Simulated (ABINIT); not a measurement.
# SiC (Moissanite): G0W0 with ABINIT, start to end

Wanted: ground state, empty states, screening and self-energy for SiC (Moissanite).

Calculated with ABINIT 10.8.3; PBE and many-body steps on it, plane waves.

**Experimental background.**

- Gap 3 eV: optical absorption onset, approximate; UV-Vis-NIR transmission; bulk crystal (400 micron semi-insulating 6H-SiC wafer) (“Effects of energetic ion irradiation on WSe2/SiC heterostructures”, 2017, pmc:5482891).

- Gap 3.02 eV: band gap at cryogenic temperature; bulk crystal (literature value) (quoted in “Silicon carbide diodes for neutron detection”, 2020, arxiv:2009.14696).

- Gap 3.03 eV: indirect gap, experimental literature value; quoted from earlier experiment; bulk crystal (quoted in “Charge spill-out and work function of few-layer graphene on SiC(0001)”, 2018, arxiv:1806.04908).

## 1. Starting point

Symmetry: P6_3mc, No. 186, hexagonal system. Conventional cell: a = 3.081 Å, b = 3.081 Å, c = 15.125 Å, α = 90.00°, β = 90.00°, γ = 120.00°. Nearest to Si lie 4 C at 1.88 to 1.90 Å. Nearest to Si lie 4 C at 1.89 Å. Nearest to C lie 4 Si at 1.88 to 1.89 Å. C has 4 Si at 1.89 Å nearest. C has 4 Si at 1.89 to 1.90 Å nearest. Farther neighbours are not listed.

The cell and positions come from the Crystallography Open Database and are kept as given unless a step says otherwise.

## 2. Ground state

This step: ABINIT 10.8.3; DFT, PBE, plane waves, norm-conserving pseudopotentials.

The ground-state density comes first.

run.abi reads:

```
acell 3*1.0 Angstrom
rprim 
  3.081000000023 -0.000000000005 0.000000000000
  -1.540500000007 2.668224269083 0.000000000000
  0.000000000000 0.000000000000 15.124800000000
ntypat 2
znucl 14 6
natom 12
typat 1 1 1 1 1 1 2 2 2 2 2 2
xred 
  0.000000000000 0.000000000000 0.000000000000
  0.000000000000 0.000000000000 0.500000000000
  0.333333333333 0.666666666667 0.166400000000
  0.666666666667 0.333333333333 0.666400000000
  0.666666666667 0.333333333333 0.332900000000
  0.333333333333 0.666666666667 0.832900000000
  0.333333333333 0.666666666667 0.041200000000
  0.666666666667 0.333333333333 0.541200000000
  0.666666666667 0.333333333333 0.208000000000
  0.333333333333 0.666666666667 0.708000000000
  0.000000000000 0.000000000000 0.374600000000
  0.000000000000 0.000000000000 0.874600000000
pp_dirpath "pseudos"
pseudos "Si.upf, C.upf"
ecut 37
ngkpt 6 6 2
nshiftk 1
shiftk 0 0 0
kptopt 1
chksymbreak 0
nband 34
occopt 1
tolvrs 1e-10
nstep 60
prtwf 0
optforces 0
optstress 0
indata_prefix "in"
outdata_prefix "out"
tmpdata_prefix "tmp"
```

Launch:

```bash
$ OMP_NUM_THREADS=1 mpirun -n 8 abinit run.abi > log
```

Numbers of over 12 decimals in the logs are rounded to 6 here.

What it wrote:

```text
.Version 10.8.3 of ABINIT. v10.8.2 released Aug 2026.

 Symmetries : space group P6_3 m c (#186); Bravais hP (primitive hexag.)
================================================================================
 Values of the parameters that define the memory need of the present run
     intxc =       0    ionmov =       0      iscf =       7    lmnmax =       6
     lnmax =       6     mgfft =     160  mpssoang =       3    mqgrid =    7827
     natom =      12  nloc_mem =       1    nspden =       1   nspinor =       1
    nsppol =       1      nsym =      12    n1xccc =    2501    ntypat =       2
    occopt =       1   xclevel =       2
-    mband =          34        mffmem =           1         mkmem =           2
       mpw =        9084          nfft =      163840          nkpt =          14
================================================================================
  Rough estimation (10% accuracy) of disk space for files :
================================================================================

--------------------------------------------------------------------------------
------------- Echo of variables that govern the present computation ------------
--------------------------------------------------------------------------------
 -outvars: echo values of preprocessed input variables --------
            acell      1.8897261259E+00  1.8897261259E+00  1.8897261259E+00 Bohr

      chksymbreak           0
             ecut      3.70000000E+01 Hartree
-          fftalg         312

              ixc     -101130
              kpt      0.00000000E+00  0.00000000E+00  0.00000000E+00
                       1.66666667E-01  0.00000000E+00  0.00000000E+00
                       3.33333333E-01  0.00000000E+00  0.00000000E+00
                       5.00000000E-01  0.00000000E+00  0.00000000E+00
                       1.66666667E-01  1.66666667E-01  0.00000000E+00
                       3.33333333E-01  1.66666667E-01  0.00000000E+00
                       3.33333333E-01  3.33333333E-01  0.00000000E+00
                       0.00000000E+00  0.00000000E+00  5.00000000E-01
                       1.66666667E-01  0.00000000E+00  5.00000000E-01
                       3.33333333E-01  0.00000000E+00  5.00000000E-01
                       5.00000000E-01  0.00000000E+00  5.00000000E-01
[...]
kptrlatt        6    0    0      0    6    0      0    0    2
          kptrlen      3.49334772E+01
P           mkmem           2
            natom          12
            nband          34
            ngfft          32      32     160
             nkpt          14
            nstep          60
             nsym          12
           ntypat           2
              occ      2.000000  2.000000  2.000000  2.000000  2.000000  2.000000
                       2.000000  2.000000  2.000000  2.000000  2.000000  2.000000
                       2.000000  2.000000  2.000000  2.000000  2.000000  2.000000
                       2.000000  2.000000  2.000000  2.000000  2.000000  2.000000
                       0.000000  0.000000  0.000000  0.000000  0.000000  0.000000
                       0.000000  0.000000  0.000000  0.000000
        optforces           0
        optstress           0
            prtwf           0
            rprim      3.0810000000E+00 -5.0000000000E-12  0.0000000000E+00
[...]
spgroup         186

           tolvrs      1.00000000E-10

             xred      0.0000000000E+00  0.0000000000E+00 -2.7755575616E-17
[...]
znucl       14.00000    6.00000

================================================================================

 chkinp: Checking input parameters for consistency.

================================================================================
== DATASET  1 ==================================================================
-   mpi_nproc: 8, omp_nthreads: 1 (-1 if OMP is not activated)

--- !DatasetInfo
iteration_state: {dtset: 1, }
dimensions: {natom: 12, nkpt: 14, mband: 34, nsppol: 1, nspinor: 1, nspden: 1, mpw: 9084, }
cutoff_energies: {ecut:  37.0, pawecutdg:  -1.0, }
electrons: {nelect:   4.80000000E+01, charge:   0.00000000E+00, occopt:   1.00000000E+00, tsmear:   1.00000000E-02, }

 Real(R)+Recip(G) space primitive vectors, cartesian coordinates (Bohr,Bohr^-1):
 R(1)=  5.8222462  0.0000000  0.0000000  G(1)=  0.1717550  0.0991628  0.0000000
 R(2)= -2.9111231  5.0422131  0.0000000  G(2)=  0.0000000  0.1983256  0.0000000
 R(3)=  0.0000000  0.0000000 28.5817297  G(3)=  0.0000000  0.0000000  0.0349874
 Unit cell volume ucvol=  8.3907401E+02 bohr^3
 Angles (23,13,12)=  9.00000000E+01  9.00000000E+01  1.20000000E+02 degrees

 getcut: wavevector=  0.0000  0.0000  0.0000  ngfft=  32  32 160
         ecut(hartree)=     37.000   => boxcut(ratio)=   2.00721

--- Pseudopotential description ------------------------------------------------
- Si Generated using ONCVPSP code by D. R. Hamann
- 14.00000   4.00000  171031                  znucl, zion, pspdat
12 -101130 2 -1 1510                          pspcod,pspxc,lmax,lloc,mmax
     nproj     2     2     2
  pspatm : epsatm=    9.34321561
         --- l  ekb(1:nproj) -->
[...]
pspatm: atomic psp has been read  and splines computed

- C Generated using ONCVPSP code by D. R. Hamann
-  6.00000   4.00000  171031                  znucl, zion, pspdat
12 -101130 1 -1 1248                          pspcod,pspxc,lmax,lloc,mmax
     nproj     2     2     0
  pspatm : epsatm=    4.31346680
         --- l  ekb(1:nproj) -->
[...]
pspatm: atomic psp has been read  and splines computed

   3.93312453E+03                                ecore*ucvol(ha*bohr**3)
--------------------------------------------------------------------------------

_setup2: Arith. and geom. avg. npw (full set) are    9023.514    9023.456

================================================================================

--- !BeginCycle
iteration_state: {dtset: 1, }
solver: {iscf: 7, nstep: 60, nline: 4, wfoptalg: 0, }
tolerances: {tolvrs: 1.00E-10, }

     iter   Etot(hartree)      deltaE(h)  residm     vres2
 ETOT  1  -61.039094630670    -6.104E+01 3.845E-02 1.738E+03
 ETOT  2  -61.397924922752    -3.588E-01 1.647E-02 7.133E+02
 ETOT  3  -61.617806450559    -2.199E-01 6.632E-03 7.811E-01
 ETOT  4  -61.618142800033    -3.363E-04 2.812E-03 8.012E-02
 ETOT  5  -61.618153079937    -1.028E-05 1.102E-03 4.512E-03
 ETOT  6  -61.618153511535    -4.316E-07 6.706E-04 2.487E-03
 ETOT  7  -61.618153728350    -2.168E-07 5.484E-04 7.409E-05
 ETOT  8  -61.618153730993    -2.643E-09 5.358E-04 7.141E-06
 ETOT  9  -61.618153731244    -2.510E-10 3.005E-04 2.056E-07
 ETOT 10  -61.618153731252    -7.880E-12 4.551E-04 4.044E-09
 ETOT 11  -61.618153731251     6.963E-13 2.212E-04 1.048E-09
 ETOT 12  -61.618153731250     5.969E-13 3.156E-04 1.569E-11

 At SCF step   12       vres2   =  1.57E-11 < tolvrs=  1.00E-10 =>converged.

--- !ResultsGS
iteration_state: {dtset: 1, }
comment   : Summary of ground state results
lattice_vectors:
- [  5.8222462,  -0.0000000,   0.0000000, ]
- [ -2.9111231,   5.0422131,   0.0000000, ]
- [  0.0000000,   0.0000000,  28.5817297, ]
lattice_lengths: [   5.82225,    5.82225,   28.58173, ]
lattice_angles: [ 90.000,  90.000, 120.000, ] # degrees, (23, 13, 12)
lattice_volume:   8.3907401E+02
convergence: {deltae:  5.969E-13, res2:  1.569E-11, residm:  3.156E-04, diffor:  0.000E+00, }
etotal    :  -6.16181537E+01
entropy   :   0.00000000E+00
fermie    :   2.52514639E-01
cartesian_stress_tensor: null
pressure_GPa: null
xred      :
- [  0.0000E+00,   0.0000E+00,  -2.7756E-17, Si]
- [  0.0000E+00,   0.0000E+00,   5.0000E-01, Si]
- [  3.3333E-01,   6.6667E-01,   1.6640E-01, Si]
- [  6.6667E-01,   3.3333E-01,   6.6640E-01, Si]
- [  6.6667E-01,   3.3333E-01,   3.3290E-01, Si]
- [  3.3333E-01,   6.6667E-01,   8.3290E-01, Si]
- [  3.3333E-01,   6.6667E-01,   4.1200E-02,  C]
- [  6.6667E-01,   3.3333E-01,   5.4120E-01,  C]
- [  6.6667E-01,   3.3333E-01,   2.0800E-01,  C]
- [  3.3333E-01,   6.6667E-01,   7.0800E-01,  C]
- [  0.0000E+00,   0.0000E+00,   3.7460E-01,  C]
- [  0.0000E+00,   0.0000E+00,   8.7460E-01,  C]
cartesian_forces: null
force_length_stats: {min: null, max: null, mean: null, }

 Integrated electronic density in atomic spheres:
 ------------------------------------------------
 Atom  Sphere_radius  Integrated_density
[...]
================================================================================

 ----iterations are completed or convergence reached----

 Mean square residual over all n,k,spin=   16.125E-07; max=  31.559E-05
 reduced coordinates (array xred) for   12 atoms
[...]
0.666666666667      0.333333333333      0.541200000000
       0.666666666667      0.333333333333      0.208000000000
       0.333333333333      0.666666666667      0.708000000000
       0.000000000000      0.000000000000      0.374600000000
       0.000000000000      0.000000000000      0.874600000000
 rms dE/dt=  0.0000E+00; max dE/dt=  0.0000E+00; dE/dt below (all hartree)
    1       0.000000000000      0.000000000000      0.000000000000
    2       0.000000000000      0.000000000000      0.000000000000
    3       0.000000000000      0.000000000000      0.000000000000
    4       0.000000000000      0.000000000000      0.000000000000
    5       0.000000000000      0.000000000000      0.000000000000
    6       0.000000000000      0.000000000000      0.000000000000
    7       0.000000000000      0.000000000000      0.000000000000
    8       0.000000000000      0.000000000000      0.000000000000
    9       0.000000000000      0.000000000000      0.000000000000
[...]
cartesian coordinates (angstrom) at end:
[...]
8      1.540500     0.889408     8.185542
    9      1.540500     0.889408     3.145958
   10      3e-12     1.778816    10.708358
   11      0.000000     0.000000     5.665750
   12      0.000000     0.000000    13.228150
 length scales=  1.889726125908  1.889726125908  1.889726125908 bohr
              =  1.000000000000  1.000000000000  1.000000000000 angstroms
 prteigrs : about to open file out_EIG
 Fermi (or HOMO) energy (hartree) =   0.25251   Average Vxc (hartree)=  -0.41462
 Eigenvalues (hartree) for nkpt=  14  k points:
 kpt#   1, nband= 34, wtk=  0.01389, kpt=  0.0000  0.0000  0.0000 (reduced coord)
  -0.31545   -0.29686   -0.29447   -0.24084   -0.23854   -0.18472   -0.06307    0.02277
   0.02444    0.16275    0.16448    0.21016    0.21016    0.21677    0.21677    0.22136
   0.22136    0.23781    0.23781    0.24193    0.24193    0.25120    0.25251    0.25251
   0.44230    0.44860    0.46337    0.48215    0.48315    0.49718    0.50671    0.50671
   0.51517    0.52277
 prteigrs : prtvol=0 or 1, do not print more k-points.

--- !EnergyTerms
iteration_state     : {dtset: 1, }
comment             : Components of total free energy in Hartree
kinetic             :  3.53279894032612E+01
hartree             :  7.03890881727830E+00
xc                  : -2.26696688339450E+01
Ewald energy        : -6.27317134279360E+01
psp_core            :  4.68745840206450E+00
local_psp           : -2.48322308769849E+01
non_local_psp       :  1.56110278501156E+00
total_energy        : -6.16181537312503E+01
total_energy_eV     : -1.67671538094529E+03
band_energy         :  1.63685840710874E+00

== END DATASET(S) ==============================================================
================================================================================

 -outvars: echo values of variables after computation  --------
           etotal     -6.1618153731E+01
            nband          34
             nkpt          14
          spgroup         186
 [... the other variables as echoed above ...]

 Calculation completed.
```

Elapsed: 27 s, on 8 MPI ranks of Arm Neoverse V2, shared host; peak memory 0.83 GiB; 3.5 min of CPU time.

This step gave:

| Property | Result |
| --- | --- |
| total energy | -1676.7154 eV |
| gap | 2.017 eV |
| k of the valence top | 0, 0, 0 |
| k of the conduction bottom | 0.5, 0, 0 |
| least direct gap | 3.123 eV |

The gap is indirect, with the least direct gap 1.11 eV higher.

[end of part 1 of 3]

[Paths, hosts, dates, memory and timing lines, banners, echoed tables and standing remarks are left out of the program output.]

[Logs are printed without paths, hosts, clocks, repeated set-up lines and the standing remarks that a program may print on its own settings, such as how far it seeks lower states.]

[Runs of the session that timed out or met a known fault of the program may be left out.]

[Hosts, paths, dates, database ids (printed as entryN), source tags and the programs' standing remarks are cut or masked in the printed files.]

[G0W0 gaps are taken among the corrected bands and points alone; a level outside them can change the order at an edge.]

[Where Ansatz stands beside ABINIT at settings called matched, ABINIT's density can come from a denser mesh and the files from another edition; pairs whose starting gaps differed by over 0.03 eV were left out, so agreement reads better than it is.]
